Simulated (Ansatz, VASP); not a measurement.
# TiAl3 in VASP and in Ansatz

```
CELL_PARAMETERS angstrom
3.95567 0.00000 0.00000
0.00000 3.95567 0.00000
0.00000 0.00000 3.95567
ATOMIC_POSITIONS crystal
Ti 0.00000 0.00000 0.00000
Al 0.00000 0.50000 0.50000
Al 0.50000 0.00000 0.50000
Al 0.50000 0.50000 0.00000
```

The cell comes from a database or a generator and needn't be the stable form of this composition.

Alike in both runs: task single point; functional PBEsol; k mesh 7 × 7 × 7; occupations fermi-dirac, width 0.05 eV; no spin polarisation.

|  | VASP | Ansatz |
| --- | --- | --- |
| version | VASP 6.6.1 | Ansatz 0.2.0 |
| potentials or method | VASP PAW PBE potentials, release 64 (Ti_sv, Al) | Ansatz PAW |
| plane-wave cutoff (eV) | 520 | 420 |
| valence electrons in the cell | 21 | 21 |

Ansatz gave:

| Property | Result |
| --- | --- |
| gap on the k mesh at the Fermi level (eV) | none |
| pressure (GPa) | -0.6 |

Which values does VASP return?

gap on the k mesh at the Fermi level (eV): none; pressure (GPa): -0.7.

A gap of «none» marks a metal or a gap that the smearing closes.

Caveats: the PAW data sets were made with another functional, which shifts forces and pressure a little (VASP); the PAW data sets come from PBE, with cores solved anew for the run's functional, which leaves a small shift of forces and pressure (Ansatz).
